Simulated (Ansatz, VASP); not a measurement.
# One calculation of NiO, two programs

The input INCAR:

```
PREC = Accurate ; ENCUT = 520
EDIFF = 1E-6 ; ISMEAR = -1
SIGMA = 0.1 ; LREAL = F
LASPH = T ; NELM = 150
ALGO = Normal ; ISIF = 2
LWAVE = F ; LCHARG = F
ISPIN = 2 ; MAGMOM = 1.5 0
LORBIT = 11 ; LMAXMIX = 4
LDAU = T ; LDAUTYPE = 2
LDAUL = 2 -1 ; LDAUU = 5 0
LDAUJ = 0 0 ; LDAUPRINT = 1
GGA = PE ; NBANDS = 19
```

Contents of KPOINTS:

```
regular mesh
0
Gamma
  4 4 4
```

File POSCAR:

```
NiO
1.0
    0.0000000000      2.0859020000      2.0859020000
    2.0859020000      0.0000000000      2.0859020000
    2.0859020000      2.0859020000      0.0000000000
Ni O
1 1
Direct
    0.0000000000      0.0000000000      0.0000000000
    0.5000000000      0.5000000000      0.5000000000
```

Input for Ansatz:

```yaml
crystal:
  lattice:
    - [0.0, 2.085902, 2.085902]
    - [2.085902, 0.0, 2.085902]
    - [2.085902, 2.085902, 0.0]
  atoms:
    - { symbol: Ni, position: [0.0, 0.0, 0.0] }
    - { symbol: O, position: [0.5, 0.5, 0.5] }
kpoints:
  mp_grid:
    grid: [4, 4, 4]
hamiltonian:
  xc: pbe
  pseudopotentials:
    kind: paw
  hubbard:
    - { species: Ni, l: d, u_eff: 5.0 }
magnetization:
  spin_polarized: true
  per_species:
    Ni: 1.5
scf:
  occupations:
    method: fermi_dirac
    width: 0.1
checkpoint:
  write: state
```

Alike in both runs: task single point; functional PBE; k mesh 4 × 4 × 4; occupations fermi-dirac, width 0.1 eV; collinear spin; Hubbard terms Ni d U = 5.0 eV.

```csv
,VASP,Ansatz
version,VASP 6.6.1,Ansatz 0.2.0
potentials or method,"VASP PAW PBE potentials, release 64 (Ni, O)","plane waves, PAW"
plane-wave cutoff (eV),520,420
valence electrons in the cell,16,24
```

|  | VASP | Ansatz | Ansatz less VASP |
| --- | --- | --- | --- |
| net moment per atom (μB) | 1.00 | 1.00 | 0.000 |
| size of the moment on the site where the two differ most (μB) | 1.78 | 1.70 | -0.086 |

Site moments also hang on the region over which each program counts them. The programs project onto different local orbitals, so the same U acts differently. The two sets of potentials don't hold the same shells in valence.

Caveats: the k mesh is coarse (spacing up to 0.65 Å⁻¹), so the values aren't converged; a cell with one magnetic atom can't hold antiferromagnetic order, which such compounds often take. A k mesh can miss the band edges. The state reached can hang on the start; a lower one may exist.
